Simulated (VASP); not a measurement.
Write the native input for VASP 6.6.1 that does the following.

```yaml
Task: single point
Functional: HSE06
Potentials_or_basis: VASP PAW PBE potentials, release 64 (Pb_d, S)
Cutoff: 520 eV
k_mesh: 4 × 4 × 4
Occupations: gaussian, width 0.01 eV
Spin: no spin polarisation
Dipole_correction: no
Exchange_at_q_=_0: truncated
Grid_for_exact_exchange_PRECFOCK: Normal
Screening_parameter: 0.2079 1/A
Further_INCAR_settings: ALGO = Normal; EDIFF = 1e-06; NBANDS = 17
```

The system is PbS.

```
Pb S
1.0
     0.00000    3.30098    3.30098
     3.30098    0.00000    3.30098
     3.30098    3.30098    0.00000
Pb S
1 1
Direct
  0.00000 0.00000 0.00000
  0.25000 0.25000 0.25000
```

The cell was built by a generator and needn't be a form met in nature.

The input as run:

POSCAR

```
PbS
1.0
    0.0000000000      3.3009775035      3.3009775035
    3.3009775035      0.0000000000      3.3009775035
    3.3009775035      3.3009775035      0.0000000000
Pb S
1 1
Direct
    0.0000000000      0.0000000000      0.0000000000
    0.2500000000      0.2500000000      0.2500000000
```

INCAR.step1

```
ALGO     = Normal         # electronic algorithm
EDIFF    = 1E-5           # SCF threshold, eV
ENCUT    = 520            # plane-wave cutoff, eV
GGA      = PE             # functional
ISIF     = 2              # what is computed and relaxed
ISMEAR   = 0              # smearing method
LASPH    = T              # aspherical terms in the spheres
LCHARG   = F              # write CHGCAR
LREAL    = F              # projectors in reciprocal space
LWAVE    = T              # write WAVECAR
NBANDS   = 17             # bands
NELM     = 100            # most SCF steps
PREC     = Accurate       # precision mode
SIGMA    = 0.01           # smearing width, eV
```

INCAR.step2

```
ALGO     = Normal         # electronic algorithm
EDIFF    = 1E-6           # SCF threshold, eV
ENCUT    = 520            # plane-wave cutoff, eV
GGA      = PE             # functional
HFSCREEN = 0.2079         # screening, 1/A
ISIF     = 2              # what is computed and relaxed
ISMEAR   = 0              # smearing method
ISTART   = 1            
LASPH    = T              # aspherical terms in the spheres
LCHARG   = F              # write CHGCAR
LHFCALC  = T              # exact exchange
LREAL    = F              # projectors in reciprocal space
LWAVE    = F              # write WAVECAR
NBANDS   = 17             # bands
NELM     = 100            # most SCF steps
PREC     = Accurate       # precision mode
PRECFOCK = Normal       
SIGMA    = 0.01           # smearing width, eV
```

KPOINTS

```
k-points
0
Gamma
  4 4 4
```

Potentials or basis: VASP PAW PBE potentials, release 64 (Pb_d, S).

Run with:

```console
$ cat potpaw_PBE.64/Pb_d/POTCAR potpaw_PBE.64/S/POTCAR > POTCAR
$ cp INCAR.step1 INCAR
$ mpirun -np 1 vasp_std > vasp.out
$ cp INCAR.step2 INCAR
$ mpirun -np 1 vasp_std > vasp.out
```

Results of the run:

| Item | Value |
| --- | --- |
| Pressure | 0.0 GPa |
| Band gap on the k mesh | 1.29 eV, indirect (least direct gap 1.81 eV) |

Caveat: the PAW data sets were made with another functional, which shifts forces and pressure a little; spin-orbit coupling is left out, which as a rule narrows the gap of such compounds by several tenths of an eV.

Run time: 9.2 min on 1 thread of Intel(R) Xeon(R) 6975P-C (Granite Rapids), on a shared host, peak memory 0.31 GiB.
